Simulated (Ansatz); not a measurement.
**How much does Sn in Cu(100), 2x2 scatter?**

How strong a scatterer is Sn in Cu(100), 2x2, and does relaxation matter?

Program: Ansatz 0.2.0. Level of theory: Ansatz plane-wave DFT, PBE, PAW files; ballistic transport by layer matching (Landauer), zero bias; PAW set soft_1, in the first sound run; inputs show where later runs differ. Results are calculated unless marked as measured.

## Step 1: The structure

The cell holds 56 atoms: 55 Cu and 1 Sn. Cell: a = 5.112 Å, b = 5.112 Å, c = 25.305 Å, α = 90.0°, β = 90.0°, γ = 90.0°. It derives from Cu. Regions: lead, 32 atoms (32 Cu); scattering region, 24 atoms (23 Cu and 1 Sn). The structure is stacked along c, and the current runs across the ab planes.

## Step 2: Transmission at ideal sites

The defect sits in one plane of the supercell, all atoms on ideal sites; the layers about the cell's end are the lead. The mesh across the current, 10×10, is finer than the density's, because channels open and close sharply across the zone. Energies from -0.1 to 0.1 eV in steps of 0.05 eV are too few for the program's thermal sum, so it prints no conductance; for a metal the transmission near the Fermi level serves, at a fraction of the cost.

input.yaml

```yaml
crystal:
  lattice:
    - [5.1123254594, 0.0, 0.0]
    - [0.0, 5.1123254594, 0.0]
    - [0.0, 0.0, 25.30472]
  atoms:
    - { symbol: Cu, position: [0.0, 0.0, 0.0357142857] }
    - { symbol: Cu, position: [0.0, 0.5, 0.0357142857] }
    - { symbol: Cu, position: [0.5, 0.0, 0.0357142857] }
    - { symbol: Cu, position: [0.5, 0.5, 0.0357142857] }
    - { symbol: Cu, position: [0.25, 0.25, 0.1071428571] }
    - { symbol: Cu, position: [0.25, 0.75, 0.1071428571] }
    - { symbol: Cu, position: [0.75, 0.25, 0.1071428571] }
    - { symbol: Cu, position: [0.75, 0.75, 0.1071428571] }
    - { symbol: Cu, position: [0.0, 0.0, 0.1785714286] }
    - { symbol: Cu, position: [0.0, 0.5, 0.1785714286] }
    - { symbol: Cu, position: [0.5, 0.0, 0.1785714286] }
    - { symbol: Cu, position: [0.5, 0.5, 0.1785714286] }
    - { symbol: Cu, position: [0.25, 0.25, 0.25] }
    - { symbol: Cu, position: [0.25, 0.75, 0.25] }
    - { symbol: Cu, position: [0.75, 0.25, 0.25] }
    - { symbol: Cu, position: [0.75, 0.75, 0.25] }
    - { symbol: Cu, position: [0.0, 0.0, 0.3214285714] }
    - { symbol: Cu, position: [0.0, 0.5, 0.3214285714] }
    - { symbol: Cu, position: [0.5, 0.0, 0.3214285714] }
    - { symbol: Cu, position: [0.5, 0.5, 0.3214285714] }
    - { symbol: Cu, position: [0.25, 0.25, 0.3928571429] }
    - { symbol: Cu, position: [0.25, 0.75, 0.3928571429] }
    - { symbol: Cu, position: [0.75, 0.25, 0.3928571429] }
    - { symbol: Cu, position: [0.75, 0.75, 0.3928571429] }
    - { symbol: Cu, position: [0.0, 0.0, 0.4642857143] }
    - { symbol: Cu, position: [0.0, 0.5, 0.4642857143] }
    - { symbol: Cu, position: [0.5, 0.0, 0.4642857143] }
    - { symbol: Cu, position: [0.5, 0.5, 0.4642857143] }
    - { symbol: Sn, position: [0.25, 0.25, 0.5357142857] }
    - { symbol: Cu, position: [0.25, 0.75, 0.5357142857] }
    - { symbol: Cu, position: [0.75, 0.25, 0.5357142857] }
    - { symbol: Cu, position: [0.75, 0.75, 0.5357142857] }
    - { symbol: Cu, position: [0.0, 0.0, 0.6071428571] }
    - { symbol: Cu, position: [0.0, 0.5, 0.6071428571] }
    - { symbol: Cu, position: [0.5, 0.0, 0.6071428571] }
    - { symbol: Cu, position: [0.5, 0.5, 0.6071428571] }
    - { symbol: Cu, position: [0.25, 0.25, 0.6785714286] }
    - { symbol: Cu, position: [0.25, 0.75, 0.6785714286] }
    - { symbol: Cu, position: [0.75, 0.25, 0.6785714286] }
    - { symbol: Cu, position: [0.75, 0.75, 0.6785714286] }
    - { symbol: Cu, position: [0.0, 0.0, 0.75] }
    - { symbol: Cu, position: [0.0, 0.5, 0.75] }
    - { symbol: Cu, position: [0.5, 0.0, 0.75] }
    - { symbol: Cu, position: [0.5, 0.5, 0.75] }
    - { symbol: Cu, position: [0.25, 0.25, 0.8214285714] }
    - { symbol: Cu, position: [0.25, 0.75, 0.8214285714] }
    - { symbol: Cu, position: [0.75, 0.25, 0.8214285714] }
    - { symbol: Cu, position: [0.75, 0.75, 0.8214285714] }
    - { symbol: Cu, position: [0.0, 0.0, 0.8928571429] }
    - { symbol: Cu, position: [0.0, 0.5, 0.8928571429] }
    - { symbol: Cu, position: [0.5, 0.0, 0.8928571429] }
    - { symbol: Cu, position: [0.5, 0.5, 0.8928571429] }
    - { symbol: Cu, position: [0.25, 0.25, 0.9642857143] }
    - { symbol: Cu, position: [0.25, 0.75, 0.9642857143] }
    - { symbol: Cu, position: [0.75, 0.25, 0.9642857143] }
    - { symbol: Cu, position: [0.75, 0.75, 0.9642857143] }
kpoints:
  mp_grid: { grid: [4, 4, 1] }
hamiltonian:
  xc: pbe
  pseudopotentials: { kind: paw, azcp: { folder: soft_1 } }
scf:
  occupations: { method: fermi_dirac, width: 0.1 }
output:
  transmission: { leads: [[0, 4]], kmesh: [10, 10], e_range: [-0.1, 0.1], de: 0.05 }
  write_potential: true
  write_density: true
  volumetric_format: npy
  elf: true
```

Started as:

```
ansatz run input.yaml --threads 4 --pin off --max-ram 15360MiB --backend cpu --events-out ev --progress --plain --runs-dir out
```

Numbers of over 12 decimals in the logs are rounded to 6 here.

The program printed:

```text
Engine: ansatz 0.2.0, aarch64-unknown-linux-gnu
Pseudopotentials: kind: paw
Pseudopotential: Cu, paw, valence charge 19, recommended cutoff 420 eV (normal), soft_1/Cu.paw.azcp
Pseudopotential: Sn, paw, valence charge 14, recommended cutoff 420 eV (normal), soft_1/Sn.paw.azcp
Functional definition: PBE
  parameter kappa = 0.804
  parameter beta = 0.066725
  exchange = pbe_x(kappa = kappa, mu = beta*pi^2/3)
  correlation = pbe_c(beta = beta)
Crystal: 56 atoms, lattice volume = 661.361 Å³
Basis set: ecut = 420 eV, 12885 PW (Γ)
Bands: 636, of which v1, the nominal top of the filled ones, is band 530 counted from 1 (529 counted from 0)
Symmetry: 16 space group operations
Space group: P4/mmm (ITA 123), of the structure as read, at distance tolerance 8.7e-5 Å
k-points: 6 of 16
Non-local potential: Cu, projectors of the file, l = 0: 3, l = 1: 2, l = 2: 3, l = 3: 1
Non-local potential: Sn, projectors of the file, l = 0: 2, l = 1: 2, l = 2: 2, l = 3: 1
PAW form: soft (Blöchl's): semilocal exchange-correlation on the pseudo side does not see the compensation charge
PAW one-centre angular grid: Cu, 590 points (default); XC on 64 Gauss nodes
PAW one-centre angular grid: Sn, 590 points (default); XC on 64 Gauss nodes
Initial density: superposition of atomic densities (chi_scale 0.1, normalization cell, long waves kept (reshape's long-wave potential 0.24 eV rms))
Initial wavefunctions: pseudopotential atomic-orbital guess
Functional: x = pbe(κ = 0.804, μ = 0.219515), c = pbe(β = 0.066725)
SCF iter   1: F=—  HF=-370459.753626 eV  |F-HF|=—  |Δ(HF+E_count)|=         —  Δρ=2.70e-1  dr2=3.79e2  ethr=3.10e-3  ⟨swp⟩=4.8  Hψ=11302  notcnv=0  defer=47
preconditioner: auto → Kerker (q_TF=auto, 2.951 Å⁻¹)  [metal: Δε(μ)=0.016 eV  Ē_g=9.479 eV  σ=0.100 eV  W_gap=0.04  n_scr=306 (ndim 8)  ℏωp=35.9 eV  f_vac=0.000  D(μ)=31.09/eV (n_scr^D=290)]
SCF iter   2: F=—  HF=-370417.693049 eV  |F-HF|=—  |Δ(HF+E_count)|=    4.21e1  Δρ=7.70e-2  dr2=7.80e1  ethr=3.10e-3  ⟨swp⟩=2.0  Hψ=7266  notcnv=0  defer=466
SCF iter   3: F=—  HF=-370410.011632 eV  |F-HF|=—  |Δ(HF+E_count)|=    7.68e0  Δρ=4.65e-2  dr2=2.75e1  ethr=3.10e-3  ⟨swp⟩=2.0  Hψ=4489  notcnv=0  defer=483
SCF iter   4: F=—  HF=-370407.915065 eV  |F-HF|=—  |Δ(HF+E_count)|=    2.10e0  Δρ=1.09e-2  dr2=9.98e0  ethr=2.60e-3  ⟨swp⟩=2.0  Hψ=5141  notcnv=0  defer=483
SCF iter   5: F=—  HF=-370408.334097 eV  |F-HF|=—  |Δ(HF+E_count)|=   4.19e-1  Δρ=6.04e-3  dr2=4.84e0  ethr=9.42e-4  ⟨swp⟩=2.2  Hψ=4468  notcnv=0  defer=486
SCF iter   6: F=—  HF=-370408.318823 eV  |F-HF|=—  |Δ(HF+E_count)|=   1.53e-2  Δρ=7.87e-3  dr2=2.35e0  ethr=4.57e-4  ⟨swp⟩=1.2  Hψ=3331  notcnv=0  defer=486
SCF iter   7: F=—  HF=-370408.274314 eV  |F-HF|=—  |Δ(HF+E_count)|=   4.45e-2  Δρ=2.25e-3  dr2=2.59e-1  ethr=2.21e-4  ⟨swp⟩=1.0  Hψ=3330  notcnv=0  defer=486
SCF iter   8: F=—  HF=-370408.271689 eV  |F-HF|=—  |Δ(HF+E_count)|=   2.62e-3  Δρ=1.05e-3  dr2=3.95e-2  ethr=2.44e-5  ⟨swp⟩=1.0  Hψ=3861  notcnv=0  defer=486
SCF iter   9: F=—  HF=-370408.273110 eV  |F-HF|=—  |Δ(HF+E_count)|=   1.42e-3  Δρ=6.23e-4  dr2=7.04e-3  ethr=3.73e-6  ⟨swp⟩=1.3  Hψ=3353  notcnv=0  defer=486
SCF iter  10: F=—  HF=-370408.272782 eV  |F-HF|=—  |Δ(HF+E_count)|=   3.28e-4  Δρ=8.24e-5  dr2=1.26e-4  ethr=6.65e-7  ⟨swp⟩=1.8  Hψ=4901  notcnv=0  defer=483
SCF iter  11: F=—  HF=-370408.272821 eV  |F-HF|=—  |Δ(HF+E_count)|=   3.87e-5  Δρ=6.12e-5  dr2=9.43e-5  ethr=1.19e-8  ⟨swp⟩=2.0  Hψ=4985  notcnv=0  defer=483
SCF iter  12: F=—  HF=-370408.273038 eV  |F-HF|=—  |Δ(HF+E_count)|=   2.17e-4  Δρ=6.34e-5  dr2=4.44e-5  ethr=8.91e-9  ⟨swp⟩=2.0  Hψ=5881  notcnv=0  defer=483
SCF iter  13: F=—  HF=-370408.273034 eV  |F-HF|=—  |Δ(HF+E_count)|=   3.99e-6  Δρ=1.82e-5  dr2=1.01e-5  ethr=4.19e-9  ⟨swp⟩=2.0  Hψ=6481  notcnv=0  defer=483
SCF iter  14: F=—  HF=-370408.273034 eV  |F-HF|=—  |Δ(HF+E_count)|=   9.73e-8  Δρ=6.91e-6  dr2=8.17e-7  ethr=9.56e-10  ⟨swp⟩=1.3  Hψ=3335  notcnv=0  defer=483
SCF iter  15: F=—  HF=-370408.273034 eV  |F-HF|=—  |Δ(HF+E_count)|=   6.29e-8  Δρ=3.29e-6  dr2=2.38e-7  ethr=7.71e-11  ⟨swp⟩=2.0  Hψ=5081  notcnv=0  defer=483
SCF iter  16: F=-370408.273034 eV  HF=-370408.273034 eV  |F-HF|=1.64e-8  |Δ(HF+E_count)|=   9.26e-9  Δρ=1.35e-6  dr2=1.90e-8  ethr=9.44e-12  ⟨swp⟩=8.0  Hψ=13853  notcnv=0
SCF 1 converged in 16 iterations: F = -370408.273034 eV  dr2 = 1.90e-8
  greatest PAW one-centre occupation: 1.000 electrons in one spin orbital (limit 2), on the Cu atom at site 31 (counted from 0), in its partial waves of l = 0
transmission: 87 of 840 steps passed
transmission: 171 of 840 steps passed
[...]
transmission: 840 of 840 steps passed
SCF converged after 16 iterations
Free energy (F): -370408.273034 eV
Harris-Foulkes:  -370408.273034 eV  (|F-HF|=1.64e-8)
Internal energy: -370407.479787 eV  (E = F + TS)
E sigma→0 (E₀):  -370407.876411 eV
Entropy (-TS):   -0.793247 eV (-14.165 meV/atom)
Fermi energy:    16.652015 eV
--- Per-component energies (eV) ---
  E_band       = -19989.288846
  E_kinetic    = 14580.810989
  E_local      = -248686.358983  (includes V_loc(G=0)·N_el)
  E_nonlocal   = 49080.669268
  E_hartree    = 105556.023575
  E_xc         = -3928.985696
  E_vxc        = -4991.855275  (∫ρ·V_xc dr)
  E_paw        = -104186.416535  (= ΣΔE_a)
  E_vpaw       = -41084.671141  (= ΣTr[D̂ρ^β])
  E_aug_tail   = 0.056869  (compensation charges beyond the density's cutoff)
  E_ewald      = -182823.279275
  E_smearing   = -0.793247  (= −TS)
  E_closure    = -0.000000  (closes the sum)
  Σ components = -370408.273034   (vs F -370408.273034, Δ=0.00e0)
--- Band table (eV; the first three rows and the last of 6) ---
  k-point 0: bands = [... 526 lower, 16.1049, 16.1997, 16.2058, 16.2058, 16.2085, 16.2833, 16.2835, 16.2835, ... 102 higher]
  k-point 1: bands = [... 526 lower, 16.5153, 16.5185, 16.5821, 16.5875, 16.6977, 16.7041, 16.7920, 16.7924, ... 102 higher]
  k-point 2: bands = [... 526 lower, 16.9401, 16.9535, 16.9636, 17.0088, 17.0509, 17.0616, 17.0677, 17.0773, ... 102 higher]
  k-point 5: bands = [... 526 lower, 15.7951, 15.8390, 16.6249, 16.6408, 16.7393, 16.7393, 16.7746, 16.7746, ... 102 higher]
--- Transmission ---
  basis      : 225 plane waves across, 40 finite elements along
  points     : 21, standing for a mesh of 10 x 10
  energies   : 5 from -0.100000 to 0.100000 eV about the Fermi level, 0.050000 eV apart; the leads are filled to 0.000000 eV, and channels, transmission and decay are at 0.000000 eV
  crystal 0  : Cu4, at the sites [0, 4], period 1.8075 Å, over 23.50 Å; its Hamiltonian steps by up to 2.6 meV
    offset         : up to 0.0000 Å between an atom of the period and one for which it stands
    channels       : 3.650000e0 a spin
    conductance    : none, the energies end too early or step too widely for 300 K: set another output.transmission.e_range or a lower de, or, where they end at an eighth of basis.ecutwfc, a higher one
  junction   : crystal 0 to crystal 0, 1.11 to 24.61 Å
    transmission   : 3.038929e0 a spin
    conductance    : none, the energies end too early or step too widely for 300 K: set another output.transmission.e_range or a lower de, or, where they end at an eighth of basis.ecutwfc, a higher one
```

Wall time 5.6 min (4 threads of Arm Neoverse V1, shared host); peak memory 7.4 GiB; 21 min of CPU time.

This run has no spin polarisation although its electron count is odd.

This step gave:

* free energy: -370408.2730 eV
* energy at zero smearing: -370407.8764 eV
* Fermi energy: 16.65 eV
* cell area: 26.14 Å²
* transmission per spin nearest the Fermi level: 3.039
* open channels per spin nearest the Fermi level: 3.65
* step of the lead's potential: 2.6 meV

Per spin. Transmission, zone mean against energy, zero at the Fermi level:

| energy (eV) | transmission, zone mean |
| --- | --- |
| -0.1000 | 3.03 |
| -0.0500 | 3.05 |
| 0.0000 | 3.04 |
| 0.0500 | 3.05 |
| 0.1000 | 3.13 |

Per spin. Open channels, zone mean, lead against energy, zero at the Fermi level:

| energy (eV) | open channels, zone mean, lead |
| --- | --- |
| -0.1000 | 3.57 |
| -0.0500 | 3.57 |
| 0.0000 | 3.65 |
| 0.0500 | 3.65 |
| 0.1000 | 3.65 |

Transmission over k1 and k2. At 0.0000 eV from the Fermi level.

Values, 10 rows by 10 columns:
```
3.96 3.96 3.95 3.88 2.94 1.43 2.94 3.88 3.95 3.96
3.95 3.95 3.89 3.80 2.97 2.25 2.97 3.80 3.89 3.95
3.90 3.88 3.80 3.50 2.19 1.65 2.19 3.50 3.80 3.88
3.58 2.94 2.97 2.19 1.27 1.08 1.27 2.19 2.97 2.94
1.70 1.43 2.25 1.65 1.08 0.91 1.08 1.65 2.25 1.43
3.58 2.94 2.97 2.19 1.27 1.08 1.27 2.19 2.97 2.94
3.90 3.88 3.80 3.50 2.19 1.65 2.19 3.50 3.80 3.88
3.95 3.95 3.89 3.80 2.97 2.25 2.97 3.80 3.89 3.95
3.96 3.96 3.95 3.88 2.94 1.43 2.94 3.88 3.95 3.96
3.96 3.96 3.95 3.90 3.58 1.70 3.58 3.90 3.95 3.96
```
Columns: k1 (b1) from -0.5 to 0.4; rows upwards: k2 (b2) from -0.5 to 0.4.

Open channels over k1 and k2. At 0.0000 eV from the Fermi level.

Values, 10 rows by 10 columns:
```
4.00 4.00 4.00 4.00 4.00 4.00 4.00 4.00 4.00 4.00
4.00 4.00 4.00 4.00 4.00 4.00 4.00 4.00 4.00 4.00
4.00 4.00 4.00 4.00 3.00 2.00 3.00 4.00 4.00 4.00
4.00 4.00 4.00 3.00 3.00 2.00 3.00 3.00 4.00 4.00
2.00 4.00 4.00 2.00 2.00 1.00 2.00 2.00 4.00 4.00
4.00 4.00 4.00 3.00 3.00 2.00 3.00 3.00 4.00 4.00
4.00 4.00 4.00 4.00 3.00 2.00 3.00 4.00 4.00 4.00
4.00 4.00 4.00 4.00 4.00 4.00 4.00 4.00 4.00 4.00
4.00 4.00 4.00 4.00 4.00 4.00 4.00 4.00 4.00 4.00
4.00 4.00 4.00 4.00 4.00 2.00 4.00 4.00 4.00 4.00
```
Columns: k1 (b1) from -0.5 to 0.4; rows upwards: k2 (b2) from -0.5 to 0.4.

ELF in the ca plane at fractional y = 0.250, with atoms of Cu and Sn within 0.2 Å of it. It is the smooth field of the valence electrons, not physical close to the nuclei.

Ten even steps from '0' (0.00) to '9' (0.58), each cell a mean:
```
34433334433443333443345433454334433334433443
44322223444432222344443222234444322223444432
43226722344322672234432266223443226622344322
43228932344323893234432389323443229932344322
44323322344432332234443233234444323322344332
34432223433433222344444322344444432223433433
34443344433444334543345544554334543344433444
34433334433443333443456544565434433334433443
44322223444432222344455422355444322223444432
43226722344322672234454200145443226622344322
43228932344323893233454100145443229932344322
44323322344432332234454311245443323322344332
34432223433433222344455444455444432223433433
34443344433444334543346655565334543344433444
```
Columns run along c (16.0 Å, from fractional 0.18 to 0.82 of the cell), rows up along a (5.1 Å). Atoms in or near the plane, at fractional coordinates: Cu at (0.25, 0.25), Cu at (0.25, 0.75), Cu at (0.39, 0.25), Cu at (0.39, 0.75), Sn at (0.54, 0.25), Cu at (0.54, 0.75), Cu at (0.68, 0.25), Cu at (0.68, 0.75).

Valence density in the ca plane at fractional y = 0.250, with atoms of Cu and Sn within 0.2 Å of it. It is the smooth field of the valence electrons, not physical close to the nuclei.

Ten steps, logarithmic in the rise over the least value, from '0' (0 e/Å³) to '9' (42 e/Å³), each cell a mean:
```
00000100000000010000000011000000001100000000
00024420000002442000000244200000024420000002
00148951000015895100001588510000158851000014
00159961000015996100001599610000159961000015
00036741000003663100000366410000036631000013
00012210000001221000000122100000012210000001
00000000000000000000000000000000000000000000
00000100000000010000000011100000001100000000
00024420000002442000001244210000024420000002
00148951000015895100001466410000158851000014
00159961000015996100001566520000159961000015
00036741000003663100001355410000036631000013
00012210000001221000000122100000012210000001
00000000000000000000000000000000000000000000
```
Columns run along c (16.0 Å, from fractional 0.18 to 0.82 of the cell), rows up along a (5.1 Å). Atoms in or near the plane, at fractional coordinates: Cu at (0.25, 0.25), Cu at (0.25, 0.75), Cu at (0.39, 0.25), Cu at (0.39, 0.75), Sn at (0.54, 0.25), Cu at (0.54, 0.75), Cu at (0.68, 0.25), Cu at (0.68, 0.75).

Electrostatic potential energy in the ca plane at fractional y = 0.250, with atoms of Cu and Sn within 0.2 Å of it. With pseudopotentials it is smooth inside the atoms' cores, unlike the true potential.

Values in eV, 8 rows by 16 columns, each cell a mean:
```
 17   5  11  17  16   2  16  17   9   5  17  17   4  13  17  14
 17 -33 -14  19   5 -43   7  19 -17 -31  17  15 -38  -7  19  -1
 17 -23  -7  18   9 -33  10  18 -10 -22  17  16 -28  -1  19   4
 17  13  15  17  17  11  17  16  13  11  16  17  12  16  17  16
 17   5  11  17  16   2  16  16   3  -1  15  17   4  13  17  14
 17 -33 -14  19   5 -43   7  16   0   2  13  15 -38  -7  19  -1
 17 -23  -7  18   9 -33  10  16  -2  -2  14  15 -28  -1  19   4
 17  13  15  17  17  11  17  16   9   6  15  17  12  16  17  16
```
Columns run along c (16.0 Å, from fractional 0.18 to 0.82 of the cell; values clipped at the 3rd and 97th percentile), rows up along a (5.1 Å). Atoms in or near the plane, at fractional coordinates: Cu at (0.25, 0.25), Cu at (0.25, 0.75), Cu at (0.39, 0.25), Cu at (0.39, 0.75), Sn at (0.54, 0.25), Cu at (0.54, 0.75), Cu at (0.68, 0.25), Cu at (0.68, 0.75).

Over the solved energies the transmission per spin lies between 3.03 and 3.13, out of 3.62 channels of the lead on average (up to 3.65).

## Step 3: Resistance at ideal sites

This step: Ansatz plane-wave DFT, PBE, PAW files; ballistic transport by layer matching (Landauer), zero bias; area resistance of the defect plane and resistivity an atomic per cent; PAW set soft_1 (Ansatz 0.2.0).

This step gave:

| Quantity | Value |
| --- | --- |
| area resistance | 0.1761 fΩ m² |
| T over the leads' mean channel count | 0.8409 |
| resistivity per at.% scaled from this dense plane, with the factor 3/4 for isotropic scattering | 2.923 µΩ cm |

Averaged over the energies near the Fermi level, 84.1 % of the channels pass, which makes 0.176 fΩ m².

By hand, with T and the leads' channels N averaged over the energies near the Fermi level: RA = A (h/2e²)(1/T − 1/N) = 26.14×10⁻²⁰ m² × 12 906 Ω × (1/3.047 − 1/3.623) = 0.176 fΩ m². Per atomic per cent: RA × A / V_atom × 0.01 × 3/4 = 2.92 µΩ cm, with the host's V_atom = 11.81 Å³.

(Part 1 of 3 ends here.)

[Logs are printed without paths, hosts, clocks, repeated set-up lines and the standing remarks that a program may print on its own settings, such as how far it seeks lower states.]

[Hosts, paths, dates, database ids (printed as entryN), source tags and the programs' standing remarks are cut or masked in the printed files.]
